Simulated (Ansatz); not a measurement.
# Cadmium, diamond under revPBE: ground state and equation of state

What does revPBE give for cadmium in the diamond structure? We relax it, solve it on a dense k-mesh, then scale the cell to 7 volumes from 88 to 112 % of the relaxed one and try a fit of the equation of state. Spin polarisation is left out. The k-meshes are 9×9×9 for the relaxation; 13×13×13 for the dense run; 9×9×9 for the volumes.

This is Cd in the diamond structure; at room conditions it is hcp.

Program: Ansatz 0.2.0. Level of theory: DFT revPBE, plane waves (420 eV) with PAW, scalar-relativistic; PBE-made PAW files. These are calculated values, not measurements.

### 1 The structure to begin with

It takes space group Fd-3m (No. 227, cubic). Conventional cell: a = 6.155 Å, b = 6.155 Å, c = 6.155 Å, α = 90.00°, β = 90.00°, γ = 90.00°. Cd (site symmetry -43m) is surrounded by 4 Cd at 2.66 Å.

As a file:

```cif
data_structure
_symmetry_space_group_name_H-M 'P 1'
_symmetry_Int_Tables_number 1
_cell_length_a 4.3519
_cell_length_b 4.3519
_cell_length_c 4.3519
_cell_angle_alpha 60.000
_cell_angle_beta 60.000
_cell_angle_gamma 60.000
_cell_volume 58.28
loop_
_atom_site_label
_atom_site_type_symbol
_atom_site_fract_x
_atom_site_fract_y
_atom_site_fract_z
_atom_site_occupancy
Cd1 Cd 0.12500 0.12500 0.12500 1
Cd2 Cd 0.87500 0.87500 0.87500 1
```

### 2 Geometry optimisation

input.yaml reads:

```yaml
crystal:
  lattice:
    - [0.0, 3.0772608027, 3.0772608027]
    - [3.0772608027, 0.0, 3.0772608027]
    - [3.0772608027, 3.0772608027, 0.0]
  atoms:
    - { symbol: Cd, position: [0.125, 0.125, 0.125] }
    - { symbol: Cd, position: [0.875, 0.875, 0.875] }
hamiltonian:
  xc: revpbe
  pseudopotentials:
    kind: paw
    azcp:
      Cd: "pseudopotentials/Cd.paw.azcp"
basis:
  ecutwfc: 420
  fft_grid_basis: typed
kpoints:
  mp_grid: { grid: [9, 9, 9], shift: [0, 0, 0] }
magnetization:
  spin_polarized: false
scf:
  occupations: { method: fermi_dirac, width: 0.1 }
relax:
  max_steps: 60
  f_tol: 0.01
  cell: {}
```

The runs that follow: Single point on a dense mesh; At 88 % of the relaxed volume; At 92 % of the relaxed volume; At 96 % of the relaxed volume; At 100 % of the relaxed volume; At 104 % of the relaxed volume; At 108 % of the relaxed volume; At 112 % of the relaxed volume.

Before running it: what results should come out? Wanted: space group; conventional cell; volume; shortest distance; gap on the mesh; relative to hcp; V₀, B₀, B₀′.

**Answer**, as computed:

```
                      quantity                         value
space group (spins left aside)               Fd-3m (No. 227)
             conventional cell                   a = 6.870 Å
                        volume                40.535 Å³/atom
             shortest distance                       2.975 Å
               gap on the mesh  none (levels filled in part)
               relative to hcp                 +263 meV/atom
                   V₀, B₀, B₀′  40.595 Å³/atom, 8.1 GPa, 7.9
```

In words: The relaxation enlarged the cell by 39.1 % in volume. Against the reference form of cadmium (hcp, computed apart with the same settings) it stands 263 meV/atom higher. Levels at the Fermi energy are filled in part, as in a metal. B₀ comes out at 8.1 GPa, a soft solid. The symmetry was held, so the structure may be unstable against distortions that break it.
